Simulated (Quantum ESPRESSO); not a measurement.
# Ho (Im-3m) in Quantum ESPRESSO: reference runs

How does Ho come out in PBE? The cell is run as given.

All numbers are computed with Quantum ESPRESSO 7.5; they aren't measurements. Logs are shortened: lines on timing, memory, paths and dates and some standing lists are left out, and cuts for length are marked.

## (1) The crystal as given

Symmetry: Im-3m, No. 229, cubic system. Conventional cell: a = 3.981 Å, b = 3.981 Å, c = 3.981 Å, α = 90.00°, β = 90.00°, γ = 90.00°. Around Ho (site symmetry m-3m) lie 8 Ho at 3.45 Å.

This isn't the form of Ho at room conditions, which is hcp.

## (2) Single point, PBE, collinear spin, ferromagnetic start

Contents of pw.in:

```
&CONTROL
  calculation = 'scf'
  prefix = 'pwscf'
  outdir = './tmp'
  pseudo_dir = './pseudo'
  tprnfor = .true.
  tstress = .true.
  disk_io = 'nowf'
/
&SYSTEM
  ibrav = 0
  nat = 1
  ntyp = 1
  ecutwfc = 55
  ecutrho = 440
  nbnd = 20
  occupations = 'smearing'
  smearing = 'fd'
  degauss = 0.00367493
  nspin = 2
  starting_magnetization(1) = 0.1905
/
&ELECTRONS
  conv_thr = 2d-10
  electron_maxstep = 120
  mixing_beta = 0.3
/
ATOMIC_SPECIES
Ho   164.9303 Ho.paw.z_21.atompaw.wentzcovitch.v1.2.upf
CELL_PARAMETERS angstrom
  -1.9905175072    1.9905175072    1.9905175072
   1.9905175072   -1.9905175072    1.9905175072
   1.9905175072    1.9905175072   -1.9905175072
ATOMIC_POSITIONS crystal
Ho     0.0000000000    0.0000000000    0.0000000000
K_POINTS automatic
9 9 9 0 0 0
```

Potentials or basis: SSSP 1.3 efficiency PBE.

Launch:

```
$ OMP_NUM_THREADS=1 pw.x -in pw.in > pw.out
```

pw.out:

```text
This program is part of the open-source Quantum ESPRESSO suite
     for quantum simulation of materials; please cite
         "P. Giannozzi et al., J. Phys.:Condens. Matter 21 395502 (2009);
         "P. Giannozzi et al., J. Phys.:Condens. Matter 29 465901 (2017);
         "P. Giannozzi et al., J. Chem. Phys. 152 154105 (2020);
     in publications or presentations arising from this work. More details at

     file Ho.paw.z_21.atompaw.wentzcovitch.v1.2.upf: wavefunction(s)  6S 0P 5D 0D 4F 0F renormalized
     Message from routine setup:
     using ibrav=0 with symmetry is DISCOURAGED, use correct ibrav instead

     G-vector sticks info
     --------------------
     sticks:   dense  smooth     PW     G-vecs:    dense   smooth      PW
     Sum        1403     709    217                33309    11849    1985

     Using Slab Decomposition

     bravais-lattice index     =            0
     lattice parameter (alat)  =       6.5152  a.u.
     unit-cell volume          =     212.8897 (a.u.)^3
     number of atoms/cell      =            1
     number of atomic types    =            1
     number of electrons       =        21.00
     number of Kohn-Sham states=           20
     kinetic-energy cutoff     =      55.0000  Ry
     charge density cutoff     =     440.0000  Ry
     scf convergence threshold =      2.0E-10
     mixing beta               =       0.3000
     number of iterations used =            8  plain     mixing
     Exchange-correlation= SLA PW PBX PBC
                           (   1   4   3   4   0   0   0)

     celldm(1)=   6.515166  celldm(2)=   0.000000  celldm(3)=   0.000000
     celldm(4)=   0.000000  celldm(5)=   0.000000  celldm(6)=   0.000000

     crystal axes: (cart. coord. in units of alat)
               a(1) = (  -0.577350   0.577350   0.577350 )
               a(2) = (   0.577350  -0.577350   0.577350 )
               a(3) = (   0.577350   0.577350  -0.577350 )

     reciprocal axes: (cart. coord. in units 2 pi/alat)
               b(1) = ( -0.000000  0.866025  0.866025 )
               b(2) = (  0.866025 -0.000000  0.866025 )
               b(3) = (  0.866025  0.866025  0.000000 )

     PseudoPot. # 1 for Ho read from file:
     Ho.paw.z_21.atompaw.wentzcovitch.v1.2.upf
     Pseudo is Projector augmented-wave + core cor, Zval = 21.0
     Generated using ATOMPAW code
     Shape of augmentation charge: BESSEL
     Using radial grid of 1114 points,  8 beta functions with:
                l(1) =   0
                l(2) =   0
                l(3) =   1
                l(4) =   1
                l(5) =   2
                l(6) =   2
                l(7) =   3
                l(8) =   3
     Q(r) pseudized with 0 coefficients

     atomic species   valence    mass     pseudopotential
     Ho               21.00   164.93030     Ho( 1.00)

     Starting magnetic structure
     atomic species   magnetization
     Ho              0.191

     48 Sym. Ops., with inversion, found

   Cartesian axes

     site n.     atom                  positions (alat units)
         1        Ho     tau(   1) = (   0.0000000   0.0000000   0.0000000  )

     number of k points=    35  Fermi-Dirac smearing, width (Ry)=  0.0037
                       cart. coord. in units 2pi/alat
        k(    1) = (   0.0000000   0.0000000   0.0000000), wk =   0.0013717
        k(    2) = (   0.0962250   0.0962250   0.0000000), wk =   0.0164609
        k(    3) = (   0.1924501   0.1924501   0.0000000), wk =   0.0164609
        k(    4) = (   0.2886751   0.2886751   0.0000000), wk =   0.0164609
        k(    5) = (   0.3849002   0.3849002   0.0000000), wk =   0.0164609
        k(    6) = (   0.1924501   0.0962250   0.0962250), wk =   0.0329218
[... 27 lines left out ...]
        k(   34) = (  -0.7698004  -0.0962250  -0.0962250), wk =   0.0109739
        k(   35) = (   0.0000000   0.0000000   0.7698004), wk =   0.0082305

     Dense  grid:    33309 G-vectors     FFT dimensions: (  45,  45,  45)

     Smooth grid:    11849 G-vectors     FFT dimensions: (  32,  32,  32)

     Generating pointlists ...
     new r_m :   0.4125 (alat units)  2.6875 (a.u.) for type    1

     Initial potential from superposition of free atoms

     starting charge      20.9957, renormalised to      21.0000
     Starting wfcs are   32 randomized atomic wfcs

     Self-consistent Calculation

     iteration #  1     ecut=    55.00 Ry     beta= 0.30
     Davidson diagonalization with overlap
     ethr =  1.00E-02,  avg # of iterations =  6.1

     total energy              =    -828.05019354 Ry
     estimated scf accuracy    <       2.22921886 Ry

     total magnetization       =     1.77 Bohr mag/cell
     absolute magnetization    =     1.77 Bohr mag/cell

     iteration #  2     ecut=    55.00 Ry     beta= 0.30
     Davidson diagonalization with overlap
     ethr =  1.00E-02,  avg # of iterations =  2.0

     total energy              =    -826.72571931 Ry
     estimated scf accuracy    <      34.63060005 Ry

     total magnetization       =     2.23 Bohr mag/cell
     absolute magnetization    =     2.23 Bohr mag/cell

     iteration #  3     ecut=    55.00 Ry     beta= 0.30
     Davidson diagonalization with overlap
     ethr =  1.00E-02,  avg # of iterations =  2.0

     total energy              =    -829.52774565 Ry
     estimated scf accuracy    <       0.03459809 Ry

     total magnetization       =     3.48 Bohr mag/cell
     absolute magnetization    =     3.48 Bohr mag/cell
[... 155 lines left out ...]
     total energy              =    -829.56262824 Ry
     estimated scf accuracy    <          1.4E-09 Ry

     total magnetization       =     3.32 Bohr mag/cell
     absolute magnetization    =     3.62 Bohr mag/cell

     iteration # 20     ecut=    55.00 Ry     beta= 0.30
     Davidson diagonalization with overlap
     ethr =  6.59E-12,  avg # of iterations =  1.2

     total energy              =    -829.56262824 Ry
     estimated scf accuracy    <          9.2E-10 Ry

     total magnetization       =     3.32 Bohr mag/cell
     absolute magnetization    =     3.62 Bohr mag/cell

     iteration # 21     ecut=    55.00 Ry     beta= 0.30
     Davidson diagonalization with overlap
     ethr =  4.40E-12,  avg # of iterations =  1.0

     Magnetic moment per site  (integrated on atomic sphere of radius R)
     atom   1 (R=0.412)  charge= 19.4848  magn=  3.4306

     End of self-consistent calculation

 ------ SPIN UP ------------

          k = 0.0000 0.0000 0.0000 (  1481 PWs)   bands (ev):

   -35.5370 -10.1635 -10.1635 -10.1635   7.7592  10.1177  10.1177  10.1177
    10.1265  10.1265  10.1265  10.5234  15.1961  15.1961  15.1961  17.2912
    17.2912  24.2439  24.2439  24.2439

          k = 0.0962 0.0962 0.0000 (  1471 PWs)   bands (ev):

   -35.5310 -10.2424 -10.1880 -10.1639   8.1131  10.1063  10.1100  10.1139
    10.1335  10.1340  10.1375  10.5056  14.9394  15.0519  15.5714  16.9613
    17.3021  24.5590  24.8902  25.1889

          k = 0.1925 0.1925 0.0000 (  1469 PWs)   bands (ev):

   -35.5158 -10.4361 -10.2493 -10.1650   9.0601  10.0792  10.0877  10.1049
    10.1565  10.1572  10.1678  10.4693  14.3749  14.4223  16.6409  16.8873
    17.4020  24.5718  25.6503  26.6035

          k = 0.2887 0.2887 0.0000 (  1450 PWs)   bands (ev):

   -35.4984 -10.6468 -10.3178 -10.1663  10.0438  10.0628  10.0957  10.1582
    10.1832  10.2077  10.2451  10.4390  13.8310  13.8687  17.1914  17.6742
    18.2410  23.1949  23.5823  27.6307

          k = 0.3849 0.3849 0.0000 (  1470 PWs)   bands (ev):

   -35.4871 -10.7794 -10.3620 -10.1672  10.0315  10.0470  10.0902  10.2009
    10.2374  10.2375  10.4234  10.8286  13.5129  14.0365  17.2368  18.0079
    19.9013  22.0546  22.1513  25.3026
[... 159 lines left out ...]
   -35.4671 -10.5824 -10.4909 -10.4909  10.0178  10.0514  10.0514  10.1860
    10.2592  10.2592  10.3571  11.7713  12.5771  16.1163  16.1163  17.2531
    18.1094  24.3660  24.3660  24.7091

          k = 0.0000-0.0962 0.6736 (  1469 PWs)   bands (ev):

   -35.4579 -10.6422 -10.5403 -10.5018  10.0204  10.0350  10.0432  10.2249
    10.2691  10.2732  10.3420  11.9631  12.1161  16.1886  16.4402  18.5530
    19.3192  21.8526  22.5502  25.8901

          k =-0.7698-0.0962-0.0962 (  1464 PWs)   bands (ev):

   -35.4535 -10.6134 -10.6134 -10.5115  10.0288  10.0320  10.0320  10.2581
    10.2581  10.2844  10.3348  11.8935  11.8935  16.1382  18.1437  18.1437
    20.7331  20.8845  20.8845  25.6442

          k = 0.0000 0.0000 0.7698 (  1464 PWs)   bands (ev):

   -35.4493 -10.6052 -10.5910 -10.5910  10.0268  10.0340  10.0340  10.2670
    10.2837  10.2837  10.3278  11.6678  11.6852  18.0421  18.0421  18.6261
    19.3376  20.8940  20.8940  24.1827

 ------ SPIN DOWN ----------

          k = 0.0000 0.0000 0.0000 (  1481 PWs)   bands (ev):

   -34.0651  -9.1151  -9.1151  -9.1151   7.6947  12.7140  12.7140  12.7140
    12.9684  12.9684  12.9684  12.9886  15.3896  15.3896  15.3896  17.6072
    17.6072  24.1902  24.1902  24.1902

          k = 0.0962 0.0962 0.0000 (  1471 PWs)   bands (ev):

   -34.0583  -9.2053  -9.1425  -9.1157   8.0576  12.7052  12.7189  12.7239
    12.9395  12.9482  12.9592  12.9753  15.1293  15.2522  15.7951  17.2583
    17.6227  24.5317  24.8441  25.2191

          k = 0.1925 0.1925 0.0000 (  1469 PWs)   bands (ev):

   -34.0409  -9.4255  -9.2111  -9.1173   9.0234  12.6836  12.7274  12.7563
    12.8668  12.9063  12.9437  12.9768  14.5550  14.6426  16.9185  17.1862
    17.7369  24.6391  25.8783  26.5748

          k = 0.2887 0.2887 0.0000 (  1450 PWs)   bands (ev):

   -34.0210  -9.6634  -9.2876  -9.1191  10.1721  12.6900  12.7278  12.8152
    12.8174  12.8817  12.9422  12.9799  13.9850  14.0858  17.5058  18.0356
    18.5758  23.2547  23.8694  27.8779

          k = 0.3849 0.3849 0.0000 (  1470 PWs)   bands (ev):

   -34.0080  -9.8123  -9.3368  -9.1203  10.8090  12.7227  12.7410  12.7914
    12.8943  12.9082  12.9502  12.9820  13.6178  14.1592  17.5524  18.4113
    20.3173  22.0628  22.5253  25.4814
[... 159 lines left out ...]
   -33.9854  -9.5894  -9.4822  -9.4822  11.7806  12.1879  12.7410  12.7780
    12.8237  12.8237  12.9418  12.9418  13.2897  16.3317  16.3317  17.4967
    18.4478  24.6582  24.6582  24.9269

          k = 0.0000-0.0962 0.6736 (  1469 PWs)   bands (ev):

   -33.9749  -9.6539  -9.5375  -9.4953  11.9064  12.0019  12.7252  12.7695
    12.8247  12.8400  12.9571  12.9788  13.0756  16.4035  16.6604  18.7355
    19.6952  22.1575  22.8057  26.1098

          k =-0.7698-0.0962-0.0962 (  1464 PWs)   bands (ev):

   -33.9699  -9.6203  -9.6203  -9.5054  11.8429  11.8429  12.7184  12.7822
    12.8314  12.8314  12.9733  12.9994  12.9994  16.3466  18.3637  18.3637
    21.0219  21.1821  21.1821  25.8254

          k = 0.0000 0.0000 0.7698 (  1464 PWs)   bands (ev):

   -33.9651  -9.6109  -9.5944  -9.5944  11.6531  11.6735  12.7125  12.8129
    12.8192  12.8192  12.9723  12.9723  12.9987  18.2518  18.2518  18.7511
    19.7191  21.1752  21.1752  24.3759

     the Fermi energy is    12.8589 ev

!    total energy              =    -829.56262824 Ry
     total all-electron energy =      -829.562628 Ry
     estimated scf accuracy    <          6.9E-11 Ry
     smearing contrib. (-TS)   =      -0.01094732 Ry
     internal energy E=F+TS    =    -829.55168092 Ry

     The total energy is F=E-TS. E is the sum of the following terms:
     one-electron contribution =    -211.52417095 Ry
     hartree contribution      =     110.67888934 Ry
     xc contribution           =     -30.52230027 Ry
     ewald contribution        =    -213.33083865 Ry
     one-center paw contrib.   =    -484.85326039 Ry

     total magnetization       =     3.32 Bohr mag/cell
     absolute magnetization    =     3.62 Bohr mag/cell

     convergence has been achieved in  21 iterations

     Forces acting on atoms (cartesian axes, Ry/au):

     atom    1 type  1   force =     0.00000000    0.00000000    0.00000000

     Total force =     0.000000     Total SCF correction =     0.000000

     Computing stress (Cartesian axis) and pressure

          total   stress  (Ry/bohr**3)                   (kbar)     P=       -0.23
  -0.00000157   0.00000000   0.00000000           -0.23        0.00        0.00
  -0.00000000  -0.00000157   0.00000000           -0.00       -0.23        0.00
   0.00000000   0.00000000  -0.00000157            0.00        0.00       -0.23

=------------------------------------------------------------------------------=
   JOB DONE.
=------------------------------------------------------------------------------=
```

Run time: 1.7 min. Hardware: 1 thread of Arm Neoverse V1, shared host; peak memory 0.38 GiB.

Results:

| Quantity | Value |
| --- | --- |
| Free energy | -11286.7745 eV |
| Pressure | 0.0 GPa |
| Band gap on the k mesh | none (metal or under the smearing width) |
| Net moment | 3.32 μB per cell |
| Absolute moment | 3.62 μB per cell |
| Site moments | Ho +3.43 μB |
| Valence electrons inside the program's atomic spheres | Ho 19.48 |

Levels at points of the mesh, in eV from the Fermi level:
Spin up:
| k point | band 10 | band 11 | band 12 | band 13 | band 14 | band 15 |
| --- | --- | --- | --- | --- | --- | --- |
| (0.00, 0.00, 0.00) | -2.73 | -2.73 | -2.34 | 2.34 | 2.34 | 2.34 |
Spin down:
```csv
k point,band 7,band 8,band 9,band 10,band 11,band 12
"(0.00, 0.00, 0.00)",-0.14,-0.14,0.11,0.11,0.11,0.13
```

Caveat: the magnetic or orbital state may not be the lowest; spin-orbit coupling is left out, which moves the levels of the heavy elements. The state reached can hang on the start; a lower one may exist.
